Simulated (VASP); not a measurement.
# ZrC (Fm-3m) in VASP: notebook, part 2 of 2

VASP 6.6.1. Earlier steps stand in the parts before.

## Step 3: Relaxation of cell and atoms, PBEsol, target pressure 10 GPa, at which the enthalpy is minimised

INCAR

```
ALGO = Fast
EDIFF = 1E-6
EDIFFG = -0.01
ENCUT = 600
GGA = PS
IBRION = 2
ISIF = 3
ISMEAR = -1
LASPH = True
LCHARG = False
LREAL = False
LWAVE = False
NELM = 60
NSW = 60
PREC = Accurate
PSTRESS = 100
SIGMA = 0.05
```

KPOINTS

```
k-points
0
Gamma
  10 10 10
```

POSCAR

```
ZrC
1.0
    0.0000000000      2.3650000000      2.3650000000
    2.3650000000      0.0000000000      2.3650000000
    2.3650000000      2.3650000000      0.0000000000
Zr C
1 1
Direct
    0.5000000000      0.5000000000      0.5000000000
    0.0000000000      0.0000000000      0.0000000000
```

Potentials or basis: VASP PAW PBE potentials, release 64 (Zr_sv, C).

Command:

```bash
$ cat potpaw_PBE.64/Zr_sv/POTCAR potpaw_PBE.64/C/POTCAR > POTCAR
$ mpirun -np 1 vasp_std > vasp.out
```

OUTCAR:

```text
EDIFF = 1E-6
   EDIFFG = -0.01
   ENCUT = 600
   GGA = PS
   IBRION = 2
   ISIF = 3
   ISMEAR = -1
   LASPH = True
   LREAL = False
   NELM = 60
   NSW = 60
   PREC = Accurate
   PSTRESS = 100

 ion  position               nearest neighbor table
   1  0.500  0.500  0.500-   2 2.37   2 2.37   2 2.37   2 2.37   2 2.37   2 2.37
   2  0.000  0.000  0.000-   1 2.37   1 2.37   1 2.37   1 2.37   1 2.37   1 2.37

  LATTYP: Found a face centered cubic cell.
 ALAT       =     4.7300000000

  Lattice vectors:

 A1 = (   0.0000000000,   2.3650000000,   2.3650000000)
 A2 = (   2.3650000000,   0.0000000000,   2.3650000000)
 A3 = (   2.3650000000,   2.3650000000,   0.0000000000)

Analysis of symmetry for initial positions (statically):
=====================================================================
 Subroutine PRICEL returns:
 Original cell was already a primitive cell.

 Routine SETGRP: Setting up the symmetry group for a
 face centered cubic supercell.

 Subroutine GETGRP returns: Found 48 space group operations
 (whereof 48 operations were pure point group operations)
 out of a pool of 48 trial point group operations.

The static configuration has the point symmetry O_h .

Analysis of symmetry for dynamics (positions and initial velocities):
=====================================================================
 Subroutine PRICEL returns:
 Original cell was already a primitive cell.

 Routine SETGRP: Setting up the symmetry group for a
 face centered cubic supercell.

 Subroutine GETGRP returns: Found 48 space group operations
 (whereof 48 operations were pure point group operations)
 out of a pool of 48 trial point group operations.

The dynamic configuration has the point symmetry O_h .

 Subroutine INISYM returns: Found 48 space group operations
 (whereof 48 operations are pure point group operations),
 and found     1 'primitive' translations

----------------------------------------------------------------------------------------

                                     Primitive cell

  volume of cell :      26.4560

[... 99 lines left out ...]
   NELECT =      16.0000    total number of electrons
   NUPDOWN=      -1.0000    fix difference up-down
   EMIN   =  10.00;   EMAX   =-10.00  energy-range for DOS
   EFERMI =   0.00;   METHOD = LEGACY
   ISMEAR =    -1;   SIGMA  =   0.05  broadening in eV -4-tet -1-fermi 0-gaus
   EFERMI_NEDOS =   21; number of points for ismear=-14 and -15
   IALGO  =     68    algorithm
   IMIX   =      4    mixing-type and parameters
     AMIX     =   0.40;   BMIX     =  1.00
     AMIX_MAG =   1.60;   BMIX_MAG =  1.00
  volume/ion in A,a.u.               =      13.23        89.27
  Fermi-wavevector in a.u.,A,eV,Ry     =   1.384439  2.616209 26.077880  1.916670
  Thomas-Fermi vector in A             =   2.508943
   LORBIT       =      0    0 simple, 1 ext, 2 COOP (PROOUT), +10 PAW based schemes
   GGA     = PS    functional components
   LHFCALC =     F    Hartree Fock is set to
   AEXX    =    0.0000 exact exchange contribution
   IVDW    =     0    specifies the selected vdW correction
   LEPSILON=     F    determine dielectric tensor
   LRPA    =     F    only Hartree local field effects (RPA)
 conjugate gradient relaxation of ions
 non-spin polarized calculation
 RMM-DIIS sequential band-by-band and
  energy-cutoff  :      600.00
  volume of cell :       26.46
 maximum number of plane-waves:       903
   NGX = 13   NGY = 13   NGZ = 13

--------------------------------------- Ionic step        1  -------------------------------------------

 number of electron      16.0000000 magnetization

 Free energy of the ion-electron system (eV)
  ---------------------------------------------------
  ext. energy  EPLUGINS =         0.00000000
  ---------------------------------------------------
  free energy    TOTEN  =       -20.54794955 eV

  energy without entropy =      -20.54530760  energy(sigma->0) =      -20.54662858

 E-fermi :   9.2866     XC(G=0): -12.1874

 val. band max:        9.2155258172   @ k =   0.1000   0.0000   0.0000
 cond. band min:       9.3276671226   @ k =   0.5000   0.5000   0.0000
 fundamental gap:      0.1121413053
 Fermi energy:         9.2866159213

 k-point     1 :       0.0000    0.0000    0.0000
  band No.  band energies     occupation
      1     -38.7696      2.00000
      2     -16.5227      2.00000
      3     -16.5227      2.00000
      4     -16.5227      2.00000
      5      -1.9377      2.00000
      6      10.2240      0.00000
      7      10.2240      0.00000
      8      10.2240      0.00000
      9      10.3279      0.00000
     10      10.3279      0.00000
     11      10.3279      0.00000
     12      12.0291      0.00000
[... 572 lines left out ...]
--------------------------------------- Ionic step        7  -------------------------------------------

 number of electron      16.0000000 magnetization

 Free energy of the ion-electron system (eV)
  ---------------------------------------------------
  ext. energy  EPLUGINS =         0.00000000
  ---------------------------------------------------
  free energy    TOTEN  =       -20.54438132 eV

  energy without entropy =      -20.54195978  energy(sigma->0) =      -20.54317055

 E-fermi :  10.1914     XC(G=0): -12.5685

 val. band max:       10.1431165615   @ k =   0.4000   0.4000   0.0000
 cond. band min:      10.2417501739   @ k =   0.1000   0.1000   0.0000
 fundamental gap:      0.0986336124
 Fermi energy:        10.1913768538

 k-point     1 :       0.0000    0.0000    0.0000
  band No.  band energies     occupation
      1     -37.5803      2.00000
      2     -15.2775      2.00000
      3     -15.2775      2.00000
      4     -15.2775      2.00000
      5      -1.3045      2.00000
      6      11.1412      0.00000
      7      11.1412      0.00000
      8      11.1412      0.00000
      9      11.2469      0.00000
     10      11.2469      0.00000
     11      11.2469      0.00000
     12      13.1484      0.00000
[... 378 lines left out ...]
  energy  without entropy=      -20.5419597759  energy(sigma->0) =      -20.54317055

  enthalpy is  TOTEN    =       -19.0153527288 eV   P V=        1.5290285911

 reached required accuracy - stopping structural energy minimisation
```

OSZICAR:

```text
N       E                     dE             d eps       ncg     rms          rms(c)
DAV:   1     0.111942726432E+03    0.11194E+03   -0.96604E+03  1128   0.149E+03
DAV:   2    -0.160407989891E+02   -0.12798E+03   -0.12032E+03  1280   0.349E+02
[... 90 lines left out ...]
       N       E                     dE             d eps       ncg     rms          rms(c)
DAV:   1    -0.205445058673E+02    0.13895E-02   -0.35908E-03  1172   0.695E-01    0.143E-01
RMM:   2    -0.205444007074E+02    0.10516E-03   -0.22553E-04  1132   0.172E-01    0.468E-02
RMM:   3    -0.205443736219E+02    0.27086E-04   -0.11660E-04  1253   0.105E-01    0.256E-02
RMM:   4    -0.205443784480E+02   -0.48261E-05   -0.39775E-05  1343   0.444E-02    0.753E-03
RMM:   5    -0.205443807358E+02   -0.22878E-05   -0.12407E-05   978   0.174E-02    0.618E-03
RMM:   6    -0.205443813199E+02   -0.58408E-06   -0.18341E-06   782   0.944E-03
   7 F= -.19015353E+02 E0= -.19014142E+02  d E =-.233778E-04
```

CONTCAR:

```text
ZrC
   1.00000000000000
     0.0000000000000000    2.3051475588980366    2.3051475588980366
     2.3051475588980366    0.0000000000000000    2.3051475588980366
     2.3051475588980366    2.3051475588980366    0.0000000000000000
  Zr              C
     1     1
Direct
     0.5000000000000000    0.5000000000000000    0.5000000000000000
     0.0000000000000000    0.0000000000000000    0.0000000000000000

  0.00000000E+00  0.00000000E+00  0.00000000E+00
  0.00000000E+00  0.00000000E+00  0.00000000E+00
```

It took 2.1 min on 1 thread of Intel Xeon Platinum 8488C (Sapphire Rapids), shared host; peak memory 0.18 GiB.

What came out:

* Free energy: -20.5444 eV
* Relaxed volume: 12.25 Å³/atom
* Relaxed cell: a = 3.260 Å, b = 3.260 Å, c = 3.260 Å, α = 60.00°, β = 60.00°, γ = 60.00°
* Space group after relaxing (to 0.05 Å): Fm-3m (No. 225)
* Energy change on relaxing (the enthalpy is what falls): +1.8 meV/atom
* Ionic steps: 7
* Pressure after relaxing: 10.0 GPa
* Band gap on the k mesh: none (metal or under the smearing width)

The path:
| step | energy change (eV) | largest force (eV/Å) | pressure (GPa) | volume (Å³) |
| --- | --- | --- | --- | --- |
| 1 | 0.0000 | 0.0000 | -8.24 | 26.46 |
| 2 | 0.7295 | 0.0000 | 64.67 | 21.10 |
| 3 | -0.0020 | 0.0000 | 8.97 | 24.59 |
| 4 | 0.0027 | 0.0000 | 9.85 | 24.51 |
| 5 | 0.0051 | 0.0000 | 10.20 | 24.47 |
| 6 | 0.0021 | 0.0000 | 9.79 | 24.52 |
| 7 | 0.0036 | 0.0000 | 9.96 | 24.50 |

Final structure:
```
Zr C
1.0
     0.00000    2.30515    2.30515
     2.30515    0.00000    2.30515
     2.30515    2.30515    0.00000
Zr C
1 1
Direct
  0.50000 0.50000 0.50000
  0.00000 0.00000 0.00000
```

Caveat: the cell is relaxed towards a set pressure, so the enthalpy falls and the energy may rise; the PAW data sets were made with another functional, which shifts forces and pressure a little.

## Step 4: Relaxation of cell and atoms, PBEsol, target pressure 20 GPa, at which the enthalpy is minimised

INCAR, as its differences from that of step 3:

```diff
@@ -15,3 +15,3 @@
 PREC = Accurate
-PSTRESS = 100
+PSTRESS = 200
 SIGMA = 0.05
```

KPOINTS is that of step 3.

POSCAR is that of step 3.

Command:

```bash
$ cat potpaw_PBE.64/Zr_sv/POTCAR potpaw_PBE.64/C/POTCAR > POTCAR
$ mpirun -np 1 vasp_std > vasp.out
```

Run time: 1.9 min. Hardware: 1 thread of Intel Xeon Platinum 8488C (Sapphire Rapids), shared host; peak memory 0.18 GiB.

Results (log left out):

| Property | Result |
| --- | --- |
| Free energy | -20.4683 eV |
| Relaxed volume | 11.84 Å³/atom |
| Relaxed cell | a = 3.223 Å, b = 3.223 Å, c = 3.223 Å, α = 60.00°, β = 60.00°, γ = 60.00° |
| Space group after relaxing (to 0.05 Å) | Fm-3m (No. 225) |
| Energy change on relaxing (the enthalpy is what falls) | +39.8 meV/atom |
| Ionic steps | 5 |
| Pressure after relaxing | 19.9 GPa |
| Band gap on the k mesh | none (metal or under the smearing width) |

Step by step:
```
step  energy change (eV)  largest force (eV/Å)  pressure (GPa)  volume (Å³)
   1              0.0000                0.0000           -8.24        26.46
   2              2.3519                0.0000          142.15        18.50
   3              0.0525                0.0000           16.97        23.91
   4              0.0732                0.0000           19.33        23.73
   5              0.0796                0.0000           19.91        23.68
```

Final structure:
```
Zr C
1.0
     0.00000    2.27914    2.27914
     2.27914    0.00000    2.27914
     2.27914    2.27914    0.00000
Zr C
1 1
Direct
  0.50000 0.50000 0.50000
  0.00000 0.00000 0.00000
```

Levels at points of the mesh, in eV from the Fermi level:
```
           k point  band 6  band 7  band 8  band 9  band 10  band 11
(0.00, 0.00, 0.00)    0.95    0.95    0.95    1.05     1.05     1.05
(0.50, 0.00, 0.00)   -5.73   -3.29   -3.29    4.98     4.98     5.91
(0.50, 0.50, 0.00)   -2.16   -1.89    0.16    0.16     4.94     6.34
```

Caveat: the cell is relaxed towards a set pressure, so the enthalpy falls and the energy may rise; the PAW data sets were made with another functional, which shifts forces and pressure a little.

## Step 5: Overview

```tsv
cell	target pressure	gap on the mesh (eV)	pressure (GPa)
relaxed to 5 GPa	5 GPa	none	4.9
relaxed to 10 GPa	10 GPa	none	10.0
relaxed to 20 GPa	20 GPa	none	19.9
```

Alike in all rows: task relaxation of cell and atoms; level PBEsol; potentials or basis VASP PAW PBE potentials, release 64 (Zr_sv, C); no spin polarisation; k mesh 10 × 10 × 10; cutoff (eV) 600; smearing fermi-dirac 0.05 eV.

Caveats: the cell is relaxed towards a set pressure, so the enthalpy falls and the energy may rise; the PAW data sets were made with another functional, which shifts forces and pressure a little.

Total energies depend on the potentials used, so only differences within one code and one set of settings carry meaning.
